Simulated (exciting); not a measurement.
CdSe:

```
Cd Se
1.0
     0.00000    3.07027    3.07027
     3.07027    0.00000    3.07027
     3.07027    3.07027    0.00000
Cd Se
1 1
Direct
  0.00000 0.00000 0.00000
  0.25000 0.25000 0.25000
```

Measurements of this composition are mostly on another form, of space group No. 186.

Base run:

* Program: exciting (release sodium)
* Functional: LDA
* Potentials or basis: all-electron LAPW+lo, shipped species files, valence relativity iora*
* rgkmax: 9
* k mesh: 8 × 8 × 8
* Occupations: fermi-dirac, width 0.05 eV
* Spin: no spin polarisation

Its results: band gap on the k mesh 0.27 eV, direct.

Q: The run is repeated on the same cell with these changes: functional from LDA to PBE. What comes out?

A: Band gap on the k mesh 0.55 eV, direct.

Caveats: the tetrahedron DOS on this energy grid can lose part of the weight of narrow d or f bands (some runs).
